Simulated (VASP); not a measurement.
A run of VASP 6.6.1 is set up as follows.

INCAR

```
  PREC = Accurate
  ENCUT = 520
  EDIFF = 1E-6
  ISMEAR = 0
  SIGMA = 0.05
  LREAL = False
  LASPH = True
  NELM = 120
  ALGO = Normal
  ISIF = 2
  LWAVE = False
  LCHARG = False
  ISPIN = 2
  MAGMOM = -0.95 0
  LORBIT = 11
  LMAXMIX = 4
  LDAU = True
  LDAUTYPE = 2
  LDAUL = 2 -1
  LDAUU = 7 0
  LDAUJ = 0 0
  LDAUPRINT = 1
  GGA = PE
  NBANDS = 18
```

Contents of KPOINTS:

```
regular mesh
0
Gamma
  7 7 7
```

POSCAR

```
CoO
1.0
    2.5705263100      0.0000000000      0.0000000000
    0.0000000000      2.5705263100      0.0000000000
    0.0000000000      0.0000000000      2.5705263100
Co O
1 1
Direct
    0.0000000000      0.0000000000      0.0000000000
    0.5000000000      0.5000000000      0.5000000000
```

Potentials or basis: VASP PAW PBE potentials, release 64 (Co, O).

Command:

```sh
$ cat potpaw_PBE.64/Co/POTCAR potpaw_PBE.64/O/POTCAR > POTCAR
$ mpirun -np 1 vasp_std > vasp.out
```

Question: Predict the pressure.

Answer: 16.4 GPa.

Question: Predict the band gap on the k mesh.

Answer: 2.00 eV, indirect (least direct gap 3.04 eV).

Eigenvalues of the final occupation matrices:
| site | spin | trace | eigenvalues |
| --- | --- | --- | --- |
| site 1 d | 1 | 2.20 | 0.09 0.09 0.09 0.97 0.97 |
| site 1 d | 2 | 5.00 | 0.98 0.98 1.01 1.01 1.01 |

Caveat: an odd mesh through Γ misses points on the zone boundary, where band edges often lie; a cell with one magnetic atom can't hold antiferromagnetic order, which such compounds often take.
